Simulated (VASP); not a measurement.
# Si (I4/mmm) in VASP: further runs

One crystal, Si, is run at these levels: r2SCAN; tasks: single point.

All numbers are computed with VASP 6.6.1; they aren't measurements. Logs are shortened: lines on timing, memory, paths and dates and some standing lists are left out, and cuts for length are marked.

## (1) The crystal as given

It takes space group I4/mmm (No. 139, tetragonal). The conventional cell has a = 6.655 Å, b = 6.655 Å, c = 3.844 Å, α = 90.00°, β = 90.00°, γ = 90.00°. Around Si (site symmetry m2m) lie 4 Si at 2.34 to 2.38 Å.

This isn't the form of Si at room conditions, which is diamond.

## (2) Single point, r2SCAN

The input, POSCAR:

```
Si
1.0
   -3.3273296547      3.3273296547      1.9218805220
    3.3273296547     -3.3273296547      1.9218805220
    3.3273296547      3.3273296547     -1.9218805220
Si
4
Direct
    0.1787531995      0.1787531995      0.3575063990
    0.8212468005      0.8212468005      0.6424936010
    0.1787531995      0.8212468005      0.0000000000
    0.8212468005      0.1787531995      0.0000000000
```

The input, INCAR.step1:

```
SYSTEM = Si
  PREC = Accurate
  ENCUT = 520
  ISMEAR = 0
  SIGMA = 0.02
  LREAL = .FALSE.
  LASPH = .TRUE.
  NELM = 100
  NBANDS = 16
  GGA = PE
  ALGO = Normal
  EDIFF = 1E-4
  LWAVE = .TRUE.
  LCHARG = .FALSE.
```

The input, INCAR.step2:

```
SYSTEM = Si
  PREC = Accurate
  ENCUT = 520
  EDIFF = 1E-6
  ISMEAR = 0
  SIGMA = 0.02
  LREAL = .FALSE.
  LASPH = .TRUE.
  NELM = 100
  ALGO = Normal
  ISIF = 2
  LWAVE = .FALSE.
  LCHARG = .FALSE.
  METAGGA = R2SCAN
  LMIXTAU = .TRUE.
  NBANDS = 16
  ISTART = 1
```

The input, KPOINTS:

```
Automatic mesh
0
G
  10 10 10
  0 0 0
```

Potentials or basis: VASP PAW PBE potentials, release 64 (Si).

Launch:

```bash
$ cat potpaw_PBE.64/Si/POTCAR > POTCAR
$ cp INCAR.step1 INCAR
$ mpirun -np 1 vasp_std > vasp.out
$ cp INCAR.step2 INCAR
$ mpirun -np 1 vasp_std > vasp.out
```

OUTCAR:

```text
SYSTEM = Si
   PREC = Accurate
   ENCUT = 520
   EDIFF = 1E-6
   ISMEAR = 0
   LREAL = .FALSE.
   LASPH = .TRUE.
   NELM = 100
   ISIF = 2
   METAGGA = R2SCAN
   ISTART = 1

 ion  position               nearest neighbor table
   1  0.179  0.179  0.358-   2 2.34   2 2.34   3 2.38   4 2.38
   2  0.821  0.821  0.642-   1 2.34   1 2.34   4 2.38   3 2.38
   3  0.179  0.821  0.000-   4 2.34   4 2.34   2 2.38   1 2.38
   4  0.821  0.179  0.000-   3 2.34   3 2.34   2 2.38   1 2.38

  LATTYP: Found a body centered tetragonal cell.
 ALAT       =     6.6546593094
 C/A-ratio  =     0.5776044821

  Lattice vectors:

 A1 = (  -3.3273296547,   3.3273296547,   1.9218805220)
 A2 = (   3.3273296547,  -3.3273296547,   1.9218805220)
 A3 = (   3.3273296547,   3.3273296547,  -1.9218805220)

Analysis of symmetry for initial positions (statically):
=====================================================================
 Subroutine PRICEL returns:
 Original cell was already a primitive cell.

 Routine SETGRP: Setting up the symmetry group for a
 body centered tetragonal supercell.

 Subroutine GETGRP returns: Found 16 space group operations
 (whereof 16 operations were pure point group operations)
 out of a pool of 16 trial point group operations.

The static configuration has the point symmetry D_4h.

Analysis of symmetry for dynamics (positions and initial velocities):
=====================================================================
 Subroutine PRICEL returns:
 Original cell was already a primitive cell.

 Routine SETGRP: Setting up the symmetry group for a
 body centered tetragonal supercell.

 Subroutine GETGRP returns: Found 16 space group operations
 (whereof 16 operations were pure point group operations)
 out of a pool of 16 trial point group operations.

The dynamic configuration has the point symmetry D_4h.

 Subroutine INISYM returns: Found 16 space group operations
 (whereof 16 operations are pure point group operations),
 and found     1 'primitive' translations

----------------------------------------------------------------------------------------

                                     Primitive cell

  volume of cell :      85.1095

  direct lattice vectors                    reciprocal lattice vectors
    -3.327329655  3.327329655  1.921880522     0.000000000  0.150270653  0.260161854
     3.327329655 -3.327329655  1.921880522     0.150270653  0.000000000  0.260161854
     3.327329655  3.327329655 -1.921880522     0.150270653  0.150270653  0.000000000

  length of vectors
     5.082899763  5.082899763  5.082899763     0.300442107  0.300442107  0.212514796

  position of ions in fractional coordinates (direct lattice)
     0.178753200  0.178753200  0.357506399
     0.821246800  0.821246800  0.642493601
     0.178753200  0.821246800  0.000000000
     0.821246800  0.178753200  0.000000000

  ion indices of the primitive-cell ions
   primitive index   ion index
                 1           1
                 2           2
                 3           3
                 4           4

----------------------------------------------------------------------------------------

 KPOINTS: Automatic mesh

Automatic generation of k-mesh.
 Grid dimensions read from file:
 generate k-points for:   10   10   10

 Generating k-lattice:

  Cartesian coordinates                     Fractional coordinates (reciprocal lattice)
     0.000000000  0.015027065  0.026016185     0.100000000  0.000000000 -0.000000000
     0.015027065  0.000000000  0.026016185     0.000000000  0.100000000 -0.000000000
     0.015027065  0.015027065  0.000000000     0.000000000  0.000000000  0.100000000

  Length of vectors
     0.030044211  0.030044211  0.021251480

  Shift w.r.t. Gamma in fractional coordinates (k-lattice)
     0.000000000  0.000000000  0.000000000

 Subroutine IBZKPT returns following result:
 ===========================================

 Found    102 irreducible k-points:

 Following reciprocal coordinates:
            Coordinates               Weight
  0.000000  0.000000  0.000000      1.000000
  0.100000  0.000000 -0.000000      8.000000
  0.200000  0.000000 -0.000000      8.000000
  0.300000  0.000000 -0.000000      8.000000
  0.400000  0.000000 -0.000000      8.000000
  0.500000  0.000000 -0.000000      4.000000
[... 16 lines left out ...]
  0.300000  0.300000 -0.000000      8.000000
  0.400000  0.300000 -0.000000     16.000000
 [... further k-points ...]
   k-points           NKPTS =    102   k-points in BZ     NKDIM =    102   number of bands    NBANDS=     16
   number of dos      NEDOS =    301   number of ions     NIONS =      4
   total plane-waves  NPLWV =  64000
   dimension x,y,z NGX =    40 NGY =   40 NGZ =   40
   dimension x,y,z NGXF=    80 NGYF=   80 NGZF=   80
   ions per type =               4
   NGX,Y,Z   is equivalent  to a cutoff of  13.08, 13.08, 13.08 a.u.
   NGXF,Y,Z  is equivalent  to a cutoff of  26.17, 26.17, 26.17 a.u.
 SYSTEM =  Si
   PREC   = accura    normal or accurate (medium, high low for compatibility)
   ISTART =      1    job   : 0-new  1-cont  2-samecut
   ICHARG =      0    charge: 1-file 2-atom 10-const
   ISPIN  =      1    spin polarized calculation?
   LNONCOLLINEAR =      F non collinear calculations
   LSORBIT =      F    spin-orbit coupling
   LASPH  =      T    aspherical Exc in radial PAW
   ENCUT  =  520.0 eV  38.22 Ry    6.18 a.u.   9.45  9.45  9.45*2*pi/ulx,y,z
   NELM   =    100;   NELMIN=  2; NELMDL=  0     # of ELM steps
   EDIFF  = 0.1E-05   stopping-criterion for ELM
   LREAL  =      F    real-space projection
[... 7 lines left out ...]
   TEBEG  =    0.0;   TEEND  =   0.0 temperature during run
   PSTRESS=    0.0 pullay stress
   NELECT =      16.0000    total number of electrons
   NUPDOWN=      -1.0000    fix difference up-down
   EMIN   =  10.00;   EMAX   =-10.00  energy-range for DOS
   EFERMI =   0.00;   METHOD = LEGACY
   ISMEAR =     0;   SIGMA  =   0.02  broadening in eV -4-tet -1-fermi 0-gaus
   EFERMI_NEDOS =   21; number of points for ismear=-14 and -15
   IALGO  =     38    algorithm
   IMIX   =      4    mixing-type and parameters
     AMIX     =   0.40;   BMIX     =  1.00
     AMIX_MAG =   1.60;   BMIX_MAG =  1.00
  volume/ion in A,a.u.               =      21.28       143.59
  Fermi-wavevector in a.u.,A,eV,Ry     =   0.937826  1.772234 11.966557  0.879517
  Thomas-Fermi vector in A             =   2.064976
   LORBIT       =      0    0 simple, 1 ext, 2 COOP (PROOUT), +10 PAW based schemes
   METAGGA = R2SCAN    functional components
   LHFCALC =     F    Hartree Fock is set to
   AEXX    =    0.0000 exact exchange contribution
   IVDW    =     0    specifies the selected vdW correction
   LEPSILON=     F    determine dielectric tensor
   LRPA    =     F    only Hartree local field effects (RPA)
 non-spin polarized calculation
 Gauss-broadening in eV      SIGMA  =   0.02
  energy-cutoff  :      520.00
  volume of cell :       85.11
 maximum number of plane-waves:      2319
 NGX is ok and might be reduce to    40
   NGX = 19   NGY = 19   NGZ = 19

 number of electron      16.0000000 magnetization

 Free energy of the ion-electron system (eV)
  ---------------------------------------------------
  ext. energy  EPLUGINS =         0.00000000
  ---------------------------------------------------
  free energy    TOTEN  =       -34.63011038 eV

  energy without entropy =      -34.63011038  energy(sigma->0) =      -34.63011038

 E-fermi :   5.4912     XC(G=0):  -9.5301

 val. band max:        5.3600563933   @ k =   0.5000   0.5000   0.5000
 cond. band min:       5.8559727694   @ k =  -0.1000  -0.2000   0.1000
 fundamental gap:      0.4959163761
 Fermi energy:         5.4912487011

 k-point     1 :       0.0000    0.0000    0.0000
  band No.  band energies     occupation
      1      -7.2642      2.00000
      2      -2.8063      2.00000
      3      -0.4434      2.00000
      4      -0.4434      2.00000
      5       1.4186      2.00000
      6       3.7812      2.00000
[... 8 lines left out ...]
     15      11.1488      0.00000
     16      12.8742      0.00000

 k-point     2 :       0.1000    0.0000   -0.0000
  band No.  band energies     occupation
      1      -7.1478      2.00000
      2      -2.8328      2.00000
      3      -0.5932      2.00000
      4      -0.2720      2.00000
      5       1.5150      2.00000
      6       3.1552      2.00000
[... 8 lines left out ...]
     15      10.6940      0.00000
     16      13.4436      0.00000

 k-point     3 :       0.2000    0.0000   -0.0000
  band No.  band energies     occupation
      1      -6.8048      2.00000
      2      -2.8484      2.00000
      3      -1.0272      2.00000
      4       0.0119      2.00000
      5       1.6596      2.00000
      6       2.0722      2.00000
[... 8 lines left out ...]
     15      11.0209      0.00000
     16      12.7566      0.00000

 k-point     4 :       0.3000    0.0000   -0.0000
  band No.  band energies     occupation
      1      -6.2598      2.00000
      2      -2.7654      2.00000
      3      -1.7757      2.00000
      4      -0.1842      2.00000
      5       1.2251      2.00000
      6       1.7761      2.00000
[... 8 lines left out ...]
     15      12.1018      0.00000
     16      12.5248      0.00000
[... 324 lines left out ...]
 k-point    22 :      -0.2000    0.2000    0.0000
  band No.  band energies     occupation
      1      -7.0349      2.00000
      2      -3.6317      2.00000
      3      -0.3762      2.00000
      4      -0.2628      2.00000
      5       2.3941      2.00000
      6       3.5628      2.00000
[... 8 lines left out ...]
     15      11.6167      0.00000
     16      13.6695      0.00000

 k-point    23 :       0.3000    0.3000   -0.0000
  band No.  band energies     occupation
      1      -5.0975      2.00000
      2      -3.6334      2.00000
      3      -2.7639      2.00000
      4      -0.5480      2.00000
      5       0.7014      2.00000
      6       2.3920      2.00000
[... 8 lines left out ...]
     15      12.2835      0.00000
     16      13.7404      0.00000

 k-point    24 :       0.4000    0.3000   -0.0000
  band No.  band energies     occupation
      1      -5.5017      2.00000
      2      -4.2448      2.00000
      3      -2.0569      2.00000
      4       0.1181      2.00000
      5       0.9715      2.00000
      6       2.2443      2.00000
[... 8 lines left out ...]
     15      11.9078      0.00000
     16      12.6935      0.00000

 [... further k-points ...]
[... 5 lines left out ...]
  --------------------------------------------------------------------------------------
  -------------------------------------------------------------------------------------
  Total       -0.1039715     -0.1039715     -0.1124711      0.0000000      0.0000000      0.0000000
  in kB       -1.9572525     -1.9572525     -2.1172557      0.0000000      0.0000000      0.0000000
  external PRESSURE =      -2.0105869 kB  Pullay stress =       0.0000000 kB

 VOLUME and BASIS-vectors are now :
 -----------------------------------------------------------------------------
  energy-cutoff  :      520.00
  volume of cell :       85.11
      direct lattice vectors                 reciprocal lattice vectors
    -3.327329655  3.327329655  1.921880522     0.000000000  0.150270653  0.260161854
     3.327329655 -3.327329655  1.921880522     0.150270653  0.000000000  0.260161854
     3.327329655  3.327329655 -1.921880522     0.150270653  0.150270653  0.000000000

 POSITION                                       TOTAL-FORCE (eV/Angst)
 -----------------------------------------------------------------------------------
      1.18954      1.18954      0.00000         0.002762      0.002762      0.000000
      2.13779      2.13779      1.92188        -0.002762     -0.002762     -0.000000
      2.13779     -2.13779      1.92188        -0.002762      0.002762     -0.000000
     -2.13779      2.13779      1.92188         0.002762     -0.002762     -0.000000
 -----------------------------------------------------------------------------------
    total drift:                                0.000000      0.000000     -0.000000

  FREE ENERGIE OF THE ION-ELECTRON SYSTEM (eV)
  ---------------------------------------------------
  free  energy   TOTEN  =       -34.6301103841 eV

  energy  without entropy=      -34.6301103841  energy(sigma->0) =      -34.63011038
```

Wall time 5 min (1 thread of Intel Xeon 6975P-C (Granite Rapids), shared host); peak memory 0.3 GiB.

What came out:

```yaml
Free_energy: -34.6301 eV
Pressure: -0.2 GPa
Largest_force: 0.004 eV/Å
Band_gap_on_the_k_mesh: 0.50 eV, indirect (least direct gap 0.60 eV)
```

Forces in eV/Å, atoms in the order of the input:
```
Si   0.003  0.003  0.000
Si  -0.003 -0.003  0.000
Si  -0.003  0.003  0.000
Si   0.003 -0.003  0.000
```

Caveat: the PAW data sets were made with another functional, which shifts forces and pressure a little.

## (3) Single point, r2SCAN

POSCAR is that of step 2.

The input, INCAR.step1:

```
SYSTEM = Si
PREC = Accurate ; ENCUT = 520
ISMEAR = 0 ; SIGMA = 0.02
LREAL = .FALSE. ; LASPH = .TRUE.
NELM = 100 ; NBANDS = 16
GGA = PE ; ALGO = Normal
EDIFF = 1E-4 ; LWAVE = .TRUE.
LCHARG = .FALSE.
```

The input, INCAR.step2:

```
SYSTEM = Si
PREC = Accurate ; ENCUT = 520
EDIFF = 1E-6 ; ISMEAR = 0
SIGMA = 0.02 ; LREAL = .FALSE.
LASPH = .TRUE. ; NELM = 100
ALGO = Normal ; ISIF = 2
LWAVE = .FALSE. ; LCHARG = .TRUE.
METAGGA = R2SCAN ; LMIXTAU = .TRUE.
LELF = .TRUE. ; LVHAR = .TRUE.
NBANDS = 16 ; ISTART = 1
```

The input, KPOINTS:

```
regular mesh
0
G
  10 10 10
  0 0 0
```

Potentials or basis: VASP PAW PBE potentials, release 64 (Si).

Launch:

```bash
$ cat potpaw_PBE.64/Si/POTCAR > POTCAR
$ cp INCAR.step1 INCAR
$ mpirun -np 1 vasp_std > vasp.out
$ cp INCAR.step2 INCAR
$ mpirun -np 1 vasp_std > vasp.out
```

Wall time 4.9 min (1 thread of Intel Xeon 6975P-C (Granite Rapids), shared host); peak memory 0.3 GiB.

Results (log left out):

```yaml
Free_energy: -34.6301 eV
Pressure: -0.2 GPa
Largest_force: 0.004 eV/Å
Band_gap_on_the_k_mesh: 0.50 eV, indirect (least direct gap 0.60 eV)
```

Forces in eV/Å, atoms in the order of the input:
```
Si   0.003  0.003  0.000
Si  -0.003 -0.003  0.000
Si  -0.003  0.003  0.000
Si   0.003 -0.003  0.000
```

Levels at points of the mesh, in eV from the valence-band top:
```csv
k point,band 4,band 5,band 6,band 7,band 8,band 9,band 10,band 11,band 12,band 13
"(0.00, 0.00, 0.00)",-5.80,-3.94,-1.58,-1.58,-0.60,1.58,1.87,1.87,2.54,2.54
"(0.50, 0.00, 0.00)",-6.39,-4.56,-3.62,-2.51,-1.51,1.04,2.68,3.30,3.77,4.52
"(0.50, 0.50, 0.00)",-5.12,-2.99,-2.11,-1.95,-1.72,1.90,2.17,2.18,4.34,4.63
"(0.50, 0.50, 0.50)",-5.23,-3.10,-0.24,0.00,0.00,0.60,3.75,3.81,4.29,4.78
```

Caveat: the PAW data sets were made with another functional, which shifts forces and pressure a little.
